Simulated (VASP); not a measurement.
A run of VASP 6.6.1 is set up as follows.

POSCAR

```
PbS
1.0
    0.0000000000      2.9657500000      2.9657500000
    2.9657500000      0.0000000000      2.9657500000
    2.9657500000      2.9657500000      0.0000000000
Pb S
1 1
Direct
    0.0000000000      0.0000000000      0.0000000000
    0.5000000000      0.5000000000      0.5000000000
```

Contents of INCAR.step1:

```
PREC     = Accurate       # precision mode
ENCUT    = 450            # plane-wave cutoff, eV
EDIFF    = 1E-8           # SCF threshold, eV
ISMEAR   = 0              # smearing method
SIGMA    = 0.01           # smearing width, eV
LREAL    = F              # projectors in reciprocal space
LASPH    = T              # aspherical terms in the spheres
NELM     = 60             # most SCF steps
ALGO     = Normal         # electronic algorithm
LWAVE    = T              # write WAVECAR
LCHARG   = F              # write CHGCAR
```

Contents of INCAR.step2:

```
PREC     = Accurate       # precision mode
ENCUT    = 450            # plane-wave cutoff, eV
EDIFF    = 1E-8           # SCF threshold, eV
ISMEAR   = 0              # smearing method
SIGMA    = 0.01           # smearing width, eV
LREAL    = F              # projectors in reciprocal space
LASPH    = T              # aspherical terms in the spheres
NELM     = 1              # most SCF steps
ALGO     = Exact          # electronic algorithm
LWAVE    = T              # write WAVECAR
LCHARG   = F              # write CHGCAR
NBANDS   = 138            # bands
LOPTICS  = T              # frequency-dependent dielectric function
ISTART   = 1
```

The input INCAR.step3:

```
PREC     = Accurate       # precision mode
ENCUT    = 450            # plane-wave cutoff, eV
EDIFF    = 1E-8           # SCF threshold, eV
ISMEAR   = 0              # smearing method
SIGMA    = 0.01           # smearing width, eV
LREAL    = F              # projectors in reciprocal space
LASPH    = T              # aspherical terms in the spheres
ALGO     = EVGW0          # electronic algorithm
LWAVE    = T              # write WAVECAR
LCHARG   = F              # write CHGCAR
NELMGW   = 1            
NBANDS   = 138            # bands
ENCUTGW  = 150            # cutoff of the response function
NOMEGA   = 48             # frequency points
PRECFOCK = Fast         
ISTART   = 1            
NBANDSGW = 19
```

File INCAR.step4:

```
PREC     = Accurate       # precision mode
ENCUT    = 450            # plane-wave cutoff, eV
EDIFF    = 1E-8           # SCF threshold, eV
ISMEAR   = 0              # smearing method
SIGMA    = 0.01           # smearing width, eV
LREAL    = F              # projectors in reciprocal space
LASPH    = T              # aspherical terms in the spheres
ALGO     = BSE            # electronic algorithm
LWAVE    = F              # write WAVECAR
LCHARG   = F              # write CHGCAR
NBANDS   = 138            # bands
ENCUTGW  = 150            # cutoff of the response function
NBANDSO  = 4            
NBANDSV  = 6            
ANTIRES  = 0            
OMEGAMAX = 20           
PRECFOCK = Fast         
ISTART   = 1            
NBSEEIG  = 10
```

File KPOINTS:

```
Automatic mesh
0
Gamma
  4 4 4
```

Potentials or basis: VASP PAW LDA potentials, release 64 (Pb_d_GW, S_GW).

Launch:

```console
$ cat potpaw_LDA.64/Pb_d_GW/POTCAR potpaw_LDA.64/S_GW/POTCAR > POTCAR
$ cp INCAR.step1 INCAR
$ mpirun -np 1 vasp_std > vasp.out
$ cp INCAR.step2 INCAR
$ mpirun -np 1 vasp_std > vasp.out
$ cp INCAR.step3 INCAR
$ mpirun -np 1 vasp_std > vasp.out
$ cp INCAR.step4 INCAR
$ mpirun -np 1 vasp_std > vasp.out
```

Problem. What does it give for the quasiparticle gap?

Solution. 1.25 eV.

Problem. What does it give for the least direct quasiparticle gap?

Solution. 1.25 eV.

Problem. Estimate the band gap on the k mesh, mean-field level.

Solution. 0.20 eV, direct.

Lowest excitation energies (eV) and strengths:
```tsv
energy	strength
1.038	0.0001
1.041	312
1.041	312
1.041	312
2.619	67.7
2.619	67.7
2.619	67.7
2.637	0
2.637	0
2.637	0
```

Caveat: the k mesh is coarse (spacing up to 0.46 Å⁻¹), so the values aren't converged; bands, screening cutoff and mesh are small and nothing is extrapolated, so the quasiparticle values aren't converged; spectra need much finer meshes, so this one isn't converged; spin-orbit coupling is left out, which as a rule narrows the gap of such compounds by several tenths of an eV. A k mesh can miss the band edges.
